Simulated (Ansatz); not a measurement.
# SnSe2: the cell at several levels of theory, part 2 of 3

Ansatz 0.2.0, plane waves. Earlier steps stand in the parts before.

### 3 r2SCAN+rVV10: cell and atoms

It starts from the cell of step 2.

The input, input.yaml:

```yaml
crystal:
  lattice:
    - [3.8392584707, 0.0, 0.0]
    - [-1.9196292353, 3.3248953673, 0.0]
    - [0.0, 0.0, 6.0039870237]
  atoms:
    - { symbol: Sn, position: [0.0, 0.0, 0.0] }
    - { symbol: Se, position: [0.3333333333, 0.6666666667, 0.2654708361] }
    - { symbol: Se, position: [0.6666666667, 0.3333333333, 0.7345291639] }
kpoints:
  mp_grid: { grid: [12, 12, 4] }
hamiltonian:
  xc: r2scan
  dispersion: rvv10
scf:
  occupations: { method: fermi_dirac, width: 0.02 }
relax:
  f_tol: 0.005
  cell: {}
```

Command:

```console
ansatz run input.yaml --threads 2 --pin off --max-ram 4608MiB --backend cpu --events-out ev --progress --plain --runs-dir out
```

The log of the run:

```text
Warning: RAYON_NUM_THREADS=2 ignored (pool sized by the plan → 2); use --threads N
Engine: ansatz 0.2.0, aarch64-unknown-linux-gnu
Pseudopotentials: kind: paw
Pseudopotential: Sn, paw, valence charge 14, recommended cutoff 500 eV (meta_gga), Sn.paw.azcp
Pseudopotential: Se, paw, valence charge 16, recommended cutoff 500 eV (meta_gga), Se.paw.azcp
Functional definition: r2SCAN+rVV10
  parameter k0 = 0.174
  parameter k1 = 0.065
  parameter a1 = 4.9479
  exchange = r2scan_x(k0 = k0, k1 = k1, a1 = a1)
  correlation = r2scan_c + rvv10(11.95, 0.0093)
Crystal: 3 atoms, lattice volume = 76.642 Å³
Basis set: ecut = 500 eV, 1911 PW (Γ), exchange–correlation on 128×128×200 points (64 copies of the dense FFT grid, shifted against one another)
Bands: 28, of which v1, the nominal top of the filled ones, is band 23 counted from 1 (22 counted from 0)
Symmetry: 12 space group operations
Space group: P-3m1 (ITA 164), of the structure as read, at distance tolerance 4.2e-5 Å
k-points: 69 of 576
Non-local potential: Sn, projectors of the file, l = 0: 2, l = 1: 2, l = 2: 2, l = 3: 2
Non-local potential: Se, projectors of the file, l = 0: 2, l = 1: 2, l = 2: 3, l = 3: 1
PAW form: soft (Blöchl's): semilocal exchange-correlation on the pseudo side does not see the compensation charge
rVV10 density: all electrons in the spheres
PAW frozen core: Sn, regenerated for the run's functional (the file was generated under x = pbe(κ = 0.804, μ = 0.2195149727645171), c = pbe(β = 0.06672455060314922))
PAW frozen core: Se, regenerated for the run's functional (the file was generated under x = pbe(κ = 0.804, μ = 0.2195149727645171), c = pbe(β = 0.06672455060314922))
PAW one-centre angular grid: Sn, 590 points (default); XC on 249 of its mesh's 2787 points in the sphere
PAW one-centre angular grid: Se, 590 points (default); XC on 160 Gauss nodes
Initial density: superposition of atomic densities (neutral atoms: chi_scale 0, normalization atom), corrected by the library's trained network
Initial wavefunctions: pseudopotential atomic-orbital guess
Functional: x = r2scan, c = r2scan + rvv10(b = 11.95, C = 0.0093); τ floored in thin density (d = 2e-4 eV/Å³)
SCF iter   1: F=—  HF=-16991.614051 eV  |F-HF|=—  |Δ(HF+E_count)|=         —  Δρ=6.46e-3  dr2=5.14e-2  dr2_τ=5.93e-3  ethr=1.77e-3  ⟨swp⟩=6.8  Hψ=8714  notcnv=0
preconditioner: auto → Resta (q_TF=auto, 2.506 Å⁻¹)  ε∞=2.7  [insulator: Δε(μ)=0.765 eV  Ē_g=16.775 eV  σ=0.020 eV  W_gap=1.00  n_scr=22 (ndim 8)  ℏωp=21.6 eV  f_vac=0.044  D(μ)=0.00/eV (n_scr^D=0)  ε∞_Penn≈2.7]
SCF iter   2: F=—  HF=-16991.628848 eV  |F-HF|=—  |Δ(HF+E_count)|=   1.48e-2  Δρ=3.03e-3  dr2=4.92e-3  dr2_τ=2.33e-4  ethr=1.12e-4  ⟨swp⟩=3.3  Hψ=3933  notcnv=0  defer=64
SCF iter   3: F=—  HF=-16991.629570 eV  |F-HF|=—  |Δ(HF+E_count)|=   7.22e-4  Δρ=1.18e-3  dr2=7.05e-4  dr2_τ=1.68e-5  ethr=1.07e-5  ⟨swp⟩=3.0  Hψ=3682  notcnv=0  defer=64
SCF iter   4: F=—  HF=-16991.629677 eV  |F-HF|=—  |Δ(HF+E_count)|=   1.07e-4  Δρ=2.20e-4  dr2=2.21e-5  dr2_τ=8.65e-7  ethr=1.53e-6  ⟨swp⟩=2.0  Hψ=2508  notcnv=0  defer=64
SCF iter   5: F=—  HF=-16991.629685 eV  |F-HF|=—  |Δ(HF+E_count)|=   8.27e-6  Δρ=6.71e-5  dr2=2.11e-6  dr2_τ=5.33e-8  ethr=4.81e-8  ⟨swp⟩=2.0  Hψ=3358  notcnv=0  defer=64
SCF iter   6: F=-16991.629687 eV  HF=-16991.629687 eV  |F-HF|=1.15e-8  |Δ(HF+E_count)|=   1.35e-6  Δρ=6.77e-6  dr2=3.69e-8  dr2_τ=4.71e-10  ethr=2.17e-10  ⟨swp⟩=3.6  Hψ=7955  notcnv=0
SCF 1 converged in 6 iterations: F = -16991.629687 eV  dr2 = 3.69e-8
relax step   1: F+E_penalty+E_count = -16991.62968686 eV  Δ(F+E_penalty+E_count) = +0.000e0 eV  max|allowed force component| = 2.962e-1 eV/Å  Δτ_max = 0.0000 Å  P = -0.514 GPa  Ω = 76.642 Å³  (6 SCF iters, dr2 threshold 1.00e-7 eV, accepted)
Crystal: 3 atoms, lattice volume = 81.772 Å³
Basis set: ecut = 500 eV, 2069 PW (Γ), exchange–correlation on 128×128×200 points (64 copies of the dense FFT grid, shifted against one another)
rVV10 density: all electrons in the spheres
Initial density: handed on by an earlier stage of this run
Initial wavefunctions: those handed on with the density
iter 1 solved again at ethr=2.30e-4 eV; its pass at ethr=3.10e-3 eV (dr2=1.06e-1 eV) is discarded
SCF iter   1: F=—  HF=-16991.138422 eV  |F-HF|=—  |Δ(HF+E_count)|=         —  Δρ=1.14e-2  dr2=1.04e-1  dr2_τ=1.70e-1  ethr=2.30e-4  ⟨swp⟩=1.1  Hψ=10149  notcnv=0
automatic band count: iteration 1 solves 27 bands in place of 28: the levels show a gap, and the empty bands left out lie too high to hold charge; the band table lists the bands solved (type scf.n_extra_bands for more)
preconditioner: auto → Resta (q_TF=auto, 2.479 Å⁻¹)  ε∞=2.6  [insulator: Δε(μ)=0.987 eV  Ē_g=16.407 eV  σ=0.020 eV  W_gap=1.00  n_scr=22 (ndim 8)  ℏωp=20.9 eV  f_vac=0.143  D(μ)=0.00/eV (n_scr^D=0)  ε∞_Penn≈2.6]
SCF iter   2: F=—  HF=-16991.530086 eV  |F-HF|=—  |Δ(HF+E_count)|=   3.92e-1  Δρ=5.66e-3  dr2=2.42e-2  dr2_τ=3.47e-4  ethr=2.26e-4  ⟨swp⟩=3.1  Hψ=2905  notcnv=0
SCF iter   3: F=—  HF=-16991.529094 eV  |F-HF|=—  |Δ(HF+E_count)|=   9.92e-4  Δρ=1.34e-3  dr2=1.50e-3  dr2_τ=9.91e-5  ethr=5.27e-5  ⟨swp⟩=2.5  Hψ=3514  notcnv=0
SCF iter   4: F=—  HF=-16991.529271 eV  |F-HF|=—  |Δ(HF+E_count)|=   1.77e-4  Δρ=5.00e-4  dr2=2.20e-4  dr2_τ=5.44e-6  ethr=3.27e-6  ⟨swp⟩=2.0  Hψ=3734  notcnv=0
SCF iter   5: F=—  HF=-16991.529372 eV  |F-HF|=—  |Δ(HF+E_count)|=   1.01e-4  Δρ=1.77e-4  dr2=3.35e-5  dr2_τ=4.58e-7  ethr=4.78e-7  ⟨swp⟩=2.0  Hψ=3448  notcnv=0
SCF iter   6: F=—  HF=-16991.529386 eV  |F-HF|=—  |Δ(HF+E_count)|=   1.41e-5  Δρ=4.76e-5  dr2=2.15e-6  dr2_τ=4.02e-8  ethr=7.29e-8  ⟨swp⟩=2.0  Hψ=2343  notcnv=0
SCF iter   7: F=-16991.529388 eV  HF=-16991.529388 eV  |F-HF|=1.41e-8  |Δ(HF+E_count)|=   1.59e-6  Δρ=9.22e-6  dr2=5.53e-8  dr2_τ=2.05e-9  ethr=6.52e-10  ⟨swp⟩=5.0  Hψ=7239  notcnv=0
SCF 2 converged in 7 iterations: F = -16991.529388 eV  dr2 = 5.53e-8
relax step   2: F+E_penalty+E_count = -16991.52938757 eV  Δ(F+E_penalty+E_count) = +1.003e-1 eV  max|allowed force component| = 9.879e-1 eV/Å  Δτ_max = 0.1860 Å  P = +1.770 GPa  Ω = 81.772 Å³  energy of the carried Pulay correction = -1.956e-4 eV  (7 SCF iters, dr2 threshold 3.00e-7 eV, rejected (line search))
Crystal: 3 atoms, lattice volume = 78.390 Å³
Basis set: ecut = 500 eV, 1961 PW (Γ), exchange–correlation on 128×128×200 points (64 copies of the dense FFT grid, shifted against one another)
rVV10 density: all electrons in the spheres
iter 1 solved again at ethr=1.56e-4 eV; its pass at ethr=3.10e-3 eV (dr2=7.18e-2 eV) is discarded
SCF iter   1: F=—  HF=-16991.730854 eV  |F-HF|=—  |Δ(HF+E_count)|=         —  Δρ=8.41e-3  dr2=7.20e-2  dr2_τ=7.89e-2  ethr=1.56e-4  ⟨swp⟩=1.5  Hψ=10054  notcnv=0
automatic band count: iteration 1 solves 27 bands in place of 28: the levels show a gap, and the empty bands left out lie too high to hold charge; the band table lists the bands solved (type scf.n_extra_bands for more)
preconditioner: auto → Resta (q_TF=auto, 2.496 Å⁻¹)  ε∞=3.9  [insulator: Δε(μ)=0.754 eV  Ē_g=9.917 eV  σ=0.020 eV  W_gap=1.00  n_scr=22 (ndim 8)  ℏωp=16.8 eV  f_vac=0.060  D(μ)=0.00/eV (n_scr^D=0)  ε∞_Penn≈3.9]
SCF iter   2: F=—  HF=-16991.644160 eV  |F-HF|=—  |Δ(HF+E_count)|=   8.67e-2  Δρ=4.24e-3  dr2=1.26e-2  dr2_τ=1.94e-4  ethr=1.56e-4  ⟨swp⟩=2.7  Hψ=2751  notcnv=0
SCF iter   3: F=—  HF=-16991.644886 eV  |F-HF|=—  |Δ(HF+E_count)|=   7.26e-4  Δρ=1.21e-3  dr2=1.29e-3  dr2_τ=5.14e-5  ethr=2.74e-5  ⟨swp⟩=2.1  Hψ=3195  notcnv=0
SCF iter   4: F=—  HF=-16991.645108 eV  |F-HF|=—  |Δ(HF+E_count)|=   2.22e-4  Δρ=4.31e-4  dr2=1.86e-4  dr2_τ=2.85e-6  ethr=2.81e-6  ⟨swp⟩=2.0  Hψ=3727  notcnv=0
SCF iter   5: F=—  HF=-16991.645127 eV  |F-HF|=—  |Δ(HF+E_count)|=   1.87e-5  Δρ=1.45e-4  dr2=1.89e-5  dr2_τ=2.35e-7  ethr=4.04e-7  ⟨swp⟩=2.0  Hψ=3450  notcnv=0
SCF iter   6: F=—  HF=-16991.645134 eV  |F-HF|=—  |Δ(HF+E_count)|=   7.49e-6  Δρ=4.88e-5  dr2=2.24e-6  dr2_τ=3.23e-8  ethr=4.12e-8  ⟨swp⟩=3.0  Hψ=3450  notcnv=0
SCF iter   7: F=—  HF=-16991.645135 eV  |F-HF|=—  |Δ(HF+E_count)|=   6.64e-7  Δρ=1.08e-5  dr2=7.78e-8  dr2_τ=4.39e-9  ethr=4.88e-9  ⟨swp⟩=2.0  Hψ=2415  notcnv=0
SCF iter   8: F=—  HF=-16991.645135 eV  |F-HF|=—  |Δ(HF+E_count)|=   2.64e-8  Δρ=2.69e-6  dr2=5.28e-9  dr2_τ=8.51e-11  ethr=1.69e-10  ⟨swp⟩=2.0  Hψ=2760  notcnv=0
SCF iter   9: F=—  HF=-16991.645135 eV  |F-HF|=—  |Δ(HF+E_count)|=   3.29e-9  Δρ=4.80e-7  dr2=2.61e-10  dr2_τ=2.86e-12  ethr=1.15e-11  ⟨swp⟩=2.2  Hψ=3174  notcnv=0
SCF iter  10: F=-16991.645135 eV  HF=-16991.645135 eV  |F-HF|=0.00e0  |Δ(HF+E_count)|=  2.18e-11  Δρ=9.33e-8  dr2=1.01e-11  dr2_τ=1.15e-13  ethr=1.00e-12  ⟨swp⟩=6.2  Hψ=9002  notcnv=0
SCF 3 converged in 10 iterations: F = -16991.645135 eV  dr2 = 1.01e-11
relax step   3: F+E_penalty+E_count = -16991.64513482 eV  Δ(F+E_penalty+E_count) = -1.545e-2 eV  max|allowed force component| = 6.982e-3 eV/Å  Δτ_max = 0.0562 Å  P = -0.201 GPa  Ω = 78.390 Å³  energy of the carried Pulay correction = -6.812e-5 eV  (10 SCF iters, accepted)
Crystal: 3 atoms, lattice volume = 78.711 Å³
Basis set: ecut = 500 eV, 1985 PW (Γ), exchange–correlation on 128×128×200 points (64 copies of the dense FFT grid, shifted against one another)
rVV10 density: all electrons in the spheres
iter 1 solved again at ethr=7.21e-7 eV; its pass at ethr=3.10e-3 eV (dr2=3.32e-4 eV) is discarded
SCF iter   1: F=—  HF=-16991.644825 eV  |F-HF|=—  |Δ(HF+E_count)|=         —  Δρ=8.40e-4  dr2=3.14e-4  dr2_τ=1.18e-3  ethr=7.21e-7  ⟨swp⟩=2.2  Hψ=10824  notcnv=0
automatic band count: iteration 1 solves 27 bands in place of 28: the levels show a gap, and the empty bands left out lie too high to hold charge; the band table lists the bands solved (type scf.n_extra_bands for more)
preconditioner: auto → Resta (q_TF=auto, 2.495 Å⁻¹)  ε∞=2.7  [insulator: Δε(μ)=0.971 eV  Ē_g=16.367 eV  σ=0.020 eV  W_gap=1.00  n_scr=22 (ndim 8)  ℏωp=21.3 eV  f_vac=0.079  D(μ)=0.00/eV (n_scr^D=0)  ε∞_Penn≈2.7]
SCF iter   2: F=—  HF=-16991.647184 eV  |F-HF|=—  |Δ(HF+E_count)|=   2.36e-3  Δρ=4.49e-4  dr2=6.83e-5  dr2_τ=3.41e-6  ethr=6.83e-7  ⟨swp⟩=3.0  Hψ=4098  notcnv=0
SCF iter   3: F=—  HF=-16991.647240 eV  |F-HF|=—  |Δ(HF+E_count)|=   5.66e-5  Δρ=1.78e-4  dr2=1.06e-5  dr2_τ=7.18e-7  ethr=1.48e-7  ⟨swp⟩=2.0  Hψ=2277  notcnv=0
SCF iter   4: F=—  HF=-16991.647255 eV  |F-HF|=—  |Δ(HF+E_count)|=   1.42e-5  Δρ=2.43e-5  dr2=3.33e-7  dr2_τ=1.96e-8  ethr=2.29e-8  ⟨swp⟩=2.0  Hψ=3450  notcnv=0
SCF iter   5: F=-16991.647255 eV  HF=-16991.647255 eV  |F-HF|=6.73e-9  |Δ(HF+E_count)|=   1.77e-7  Δρ=8.43e-6  dr2=4.25e-8  dr2_τ=1.20e-9  ethr=6.52e-10  ⟨swp⟩=4.9  Hψ=6982  notcnv=0
SCF 4 converged in 5 iterations: F = -16991.647255 eV  dr2 = 4.25e-8
relax step   4: F+E_penalty+E_count = -16991.64725488 eV  Δ(F+E_penalty+E_count) = -2.120e-3 eV  max|allowed force component| = 2.053e-2 eV/Å  Δτ_max = 0.0128 Å  P = -0.010 GPa  Ω = 78.711 Å³  energy of the carried Pulay correction = -8.045e-5 eV  (5 SCF iters, dr2 threshold 3.00e-7 eV, accepted)
Crystal: 3 atoms, lattice volume = 78.907 Å³
rVV10 density: all electrons in the spheres
iter 1 solved again at ethr=1.48e-7 eV; its pass at ethr=3.10e-3 eV (dr2=6.81e-5 eV) is discarded
SCF iter   1: F=—  HF=-16991.646963 eV  |F-HF|=—  |Δ(HF+E_count)|=         —  Δρ=4.32e-4  dr2=7.28e-5  dr2_τ=3.32e-4  ethr=1.48e-7  ⟨swp⟩=3.0  Hψ=10768  notcnv=0
automatic band count: iteration 1 solves 27 bands in place of 28: the levels show a gap, and the empty bands left out lie too high to hold charge; the band table lists the bands solved (type scf.n_extra_bands for more)
preconditioner: auto → Resta (q_TF=auto, 2.494 Å⁻¹)  ε∞=2.7  [insulator: Δε(μ)=0.991 eV  Ē_g=16.372 eV  σ=0.020 eV  W_gap=1.00  n_scr=22 (ndim 8)  ℏωp=21.3 eV  f_vac=0.083  D(μ)=0.00/eV (n_scr^D=0)  ε∞_Penn≈2.7]
SCF iter   2: F=—  HF=-16991.647743 eV  |F-HF|=—  |Δ(HF+E_count)|=   7.81e-4  Δρ=2.59e-4  dr2=3.15e-5  dr2_τ=9.91e-7  ethr=1.48e-7  ⟨swp⟩=3.1  Hψ=3364  notcnv=0
SCF iter   3: F=—  HF=-16991.647760 eV  |F-HF|=—  |Δ(HF+E_count)|=   1.69e-5  Δρ=7.81e-5  dr2=3.52e-6  dr2_τ=1.72e-7  ethr=6.85e-8  ⟨swp⟩=2.0  Hψ=2326  notcnv=0
SCF iter   4: F=-16991.647763 eV  HF=-16991.647763 eV  |F-HF|=2.86e-8  |Δ(HF+E_count)|=   2.47e-6  Δρ=1.48e-5  dr2=1.16e-7  dr2_τ=1.15e-8  ethr=4.03e-10  ⟨swp⟩=4.0  Hψ=8248  notcnv=0
SCF 5 converged in 4 iterations: F = -16991.647763 eV  dr2 = 1.16e-7
relax step   5: F+E_penalty+E_count = -16991.64776257 eV  Δ(F+E_penalty+E_count) = -5.077e-4 eV  max|allowed force component| = 4.206e-3 eV/Å  Δτ_max = 0.0054 Å  P = +0.031 GPa  Ω = 78.907 Å³  energy of the carried Pulay correction = -8.796e-5 eV  (4 SCF iters, dr2 threshold 1.85e-7 eV, accepted)
Basis set: ecut = 500 eV, 1985 PW (Γ), exchange–correlation on 128×128×216 points (64 copies of the dense FFT grid, shifted against one another)
rVV10 density: all electrons in the spheres
Initial wavefunctions: pseudopotential atomic-orbital guess (no wavefunctions were taken with the density)
iter 1 solved again at ethr=1.50e-7 eV; its pass at ethr=3.10e-3 eV (dr2=6.90e-5 eV) is discarded
SCF iter   1: F=—  HF=-16991.647834 eV  |F-HF|=—  |Δ(HF+E_count)|=         —  Δρ=6.86e-5  dr2=1.89e-7  dr2_τ=1.09e-7  ethr=1.50e-7  ⟨swp⟩=3.0  Hψ=14007  notcnv=0
preconditioner: auto → Resta (q_TF=auto, 2.494 Å⁻¹)  ε∞=2.6  [insulator: Δε(μ)=0.993 eV  Ē_g=16.877 eV  σ=0.020 eV  W_gap=1.00  n_scr=22 (ndim 8)  ℏωp=21.3 eV  f_vac=0.081  D(μ)=0.00/eV (n_scr^D=0)  ε∞_Penn≈2.6]
SCF iter   2: F=—  HF=-16991.647886 eV  |F-HF|=—  |Δ(HF+E_count)|=   5.19e-5  Δρ=3.48e-5  dr2=5.67e-8  dr2_τ=4.79e-7  ethr=4.11e-10  ⟨swp⟩=2.1  Hψ=3542  notcnv=0
SCF iter   3: F=—  HF=-16991.647890 eV  |F-HF|=—  |Δ(HF+E_count)|=   3.80e-6  Δρ=1.23e-5  dr2=1.23e-8  dr2_τ=5.57e-8  ethr=1.23e-10  ⟨swp⟩=2.0  Hψ=2484  notcnv=0
SCF iter   4: F=—  HF=-16991.647891 eV  |F-HF|=—  |Δ(HF+E_count)|=   5.28e-7  Δρ=1.23e-6  dr2=6.24e-10  dr2_τ=4.10e-10  ethr=2.67e-11  ⟨swp⟩=2.0  Hψ=2484  notcnv=0
SCF iter   5: F=—  HF=-16991.647891 eV  |F-HF|=—  |Δ(HF+E_count)|=   2.76e-9  Δρ=3.37e-7  dr2=6.97e-11  dr2_τ=3.38e-11  ethr=1.36e-12  ⟨swp⟩=2.0  Hψ=2484  notcnv=0
SCF iter   6: F=-16991.647891 eV  HF=-16991.647891 eV  |F-HF|=3.64e-12  |Δ(HF+E_count)|=  3.24e-10  Δρ=5.25e-8  dr2=1.33e-12  dr2_τ=1.60e-13  ethr=1.00e-12  ⟨swp⟩=6.0  Hψ=8724  notcnv=0
SCF 6 converged in 6 iterations: F = -16991.647891 eV  dr2 = 1.33e-12
relax step   6: F+E_penalty+E_count = -16991.64789063 eV  Δ(F+E_penalty+E_count) = -1.281e-4 eV  max|allowed force component| = 4.085e-3 eV/Å  Δτ_max = 0.0000 Å  P = +0.032 GPa  Ω = 78.907 Å³  stress off target by 4.56e-2 GPa  SCF on the basis re-selected at this cell (its energy is not comparable with the rows above)  (6 SCF iters)
basis re-selected at this cell: Δ(F+E_penalty+E_count) = -1.281e-4 eV, ΔP = +0.001 GPa vs the last step (what re-selecting the basis moved, of the pressure what is left beyond the Pulay correction that the steps carried, after the strain that the cell walked since its last selection, with what the two solves' SCF thresholds leave and, on support functions, any second-order correction that the steps lacked; it is no measure of the basis error at this ecutwfc). The dense FFT grid was sized anew with the basis: this SCF ran on 32×32×54 points, the steps before it on 32×32×50, so part of this shift can come from that change (see relax.cell in the input reference). This SCF's stress stands 4.56e-2 GPa from its target on what of the cell is left free (relax.cell.stress_tol is 5.00e-2 GPa) and its largest allowed force component is 4.08e-3 eV/Å (relax.f_tol is 5.00e-3 eV/Å): within both
SCF converged after 6 iterations
Free energy (F): -16991.647891 eV
Harris-Foulkes:  -16991.647891 eV  (|F-HF|=3.64e-12)
Internal energy: -16991.647891 eV  (E = F + TS)
E sigma→0 (E₀):  -16991.647891 eV
Fermi energy:    7.988338 eV
--- Per-component energies (eV) ---
  E_band       = -908.336066
  E_kinetic    = 424.289124
  E_local      = -6105.776898  (includes V_loc(G=0)·N_el)
  E_nonlocal   = -1221.898830
  E_hartree    = 3124.927921
  E_xc         = -564.986218
  E_vxc        = -312.533112  (∫ρ·V_xc dr)
  E_paw        = -8015.001148  (= ΣΔE_a)
  E_vpaw       = 41.052211  (= ΣTr[D̂ρ^β])
  E_aug_tail   = -0.000419  (compensation charges beyond the density's cutoff)
  E_vtau       = 16.676006  (kinetic-family band-sum trace: ∫τ·v_τ [+ j·A + Jᵃ·Aᵃ] dr)
  E_ewald      = -4630.407201
  E_core_change = -2.794221  (= ΣΔE_core)
  E_smearing   = -0.000000  (= −TS)
  E_closure    = -0.000000  (closes the sum)
  Σ components = -16991.647891   (vs F -16991.647891, Δ=0.00e0)
--- Forces (eV/Å), atoms counted from 1 ---
  atom   1  Sn     0.00000000     0.00000000     0.00000000
  atom   2  Se     0.00000000     0.00000000     0.00408498
  atom   3  Se    -0.00000000    -0.00000000    -0.00408498
  max |Σ_I F_I| component: 1.39e-17 eV/Å
--- Stress (GPa, compression-positive) ---
        0.025427       0.000000       0.000000
        0.000000       0.025427      -0.000000
        0.000000      -0.000000       0.045553
  P = ⅓ Tr σ = 0.0321 GPa (0.321 kbar)
--- Relaxed structure (5 steps of the walk, 4 accepted, 1 SCFs on fresh bases) ---
  F+E_penalty+E_count = -16991.64789063 eV   max|allowed force component| = 4.085e-3 eV/Å   (the final SCF, on the basis selected at the relaxed cell)
  cell:  # Å, volume = 78.9066 Å³
    - [3.825163840782064, -2.876153089802034e-11, -1.7407355970130765e-34]
    - [-1.9125819203661238, 3.312689059769302, 3.3829032122723766e-34]
    - [-2.722232435201303e-34, 4.5370540586688396e-34, 6.227056122354608]
  atoms:
    - { symbol: Sn, position: [-4.6694933978554937e-35, -2.8157756617655713e-36, -3.8606681921010217e-85] }
    - { symbol: Se, position: [0.3333333333333333, 0.6666666666666665, 0.25307604381430976] }
    - { symbol: Se, position: [0.6666666666666666, 0.33333333333333326, 0.7469239561856903] }
```

Run time: 74 s. Hardware: 2 threads of Arm Neoverse V1, shared host; peak memory 0.73 GiB.

The path of the relaxation:

| step | energy change (meV/atom) | largest force (eV/Å) | pressure (GPa) | volume (Å³/atom) |
| --- | --- | --- | --- | --- |
| 1 | 0.0 | 0.2962 | -0.51 | 25.547 |
| 2* | 33.4 | 0.9879 | 1.77 | 27.257 |
| 3 | -5.1 | 0.0070 | -0.20 | 26.130 |
| 4 | -5.9 | 0.0205 | -0.01 | 26.237 |
| 5 | -6.0 | 0.0042 | 0.03 | 26.302 |
| 6 | -6.1 | 0.0041 | 0.03 | 26.302 |

A star marks a trial step that the optimiser took back.

The table lists every geometry solved, with passes on a fresh basis, whose energies don't compare exactly with the rows above.

|  | before | after | change |
| --- | --- | --- | --- |
| a (Å) | 3.839 | 3.825 | -0.37 % |
| c (Å) | 6.004 | 6.227 | +3.72 % |
| volume (Å³/atom) | 25.547 | 26.302 | +2.96 % |
| shortest distance (Å) | 2.730 | 2.713 | -0.63 % |
| space group | P-3m1 | P-3m1 | same |

(Part 2 of 3 ends here.)
